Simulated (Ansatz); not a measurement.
Reactions of ClF2H3O3Si2 (`O[SiH](Cl)O[Si](O)(F)F`).

Calculated with Ansatz (gas phase, PBE0-D4/def2-TZVP geometries, no zero-point term in ΔE). CCSD(T)/CBS is the MP2 limit (def2-TZVPP, def2-QZVPP) plus CCSD(T) − MP2 in def2-TZVPP, frozen cores. This one scheme is used for every species, atoms too. No spin–orbit coupling; open shells (•) take unrestricted orbitals. Spin–orbit coupling would lower the free atoms: a little for Cl, F, O, Si. One conformer a species, not always the lowest.

Order these by ΔE at CCSD(T)/CBS, lowest first. (Estimate.)
A. `O[SiH](Cl)O[Si](O)(F)F` + `CCC=O` → `O=CC[SiH](O)Cl` + `CO[Si](O)(F)F`
B. `O[SiH](Cl)O[Si](O)(F)F` + H₂O → `O[SiH](O)O[Si](O)(F)F` + HCl
C. `O[SiH](Cl)O[Si](O)(F)F` + `N[SiH](O)Cl` → `O[Si@@H](Cl)N[Si@@H](O)Cl` + `O[Si](O)(F)F`
D. `O[SiH](Cl)O[Si](O)(F)F` → Cl• + 2 F• + 3 H• + 3 O• + 2 Si•

B (-9.1 kJ/mol), C (+55.8 kJ/mol), A (+182.3 kJ/mol), D (+4785.2 kJ/mol).

Largest T1 diagnostic: 0.013, for `CCC=O`.
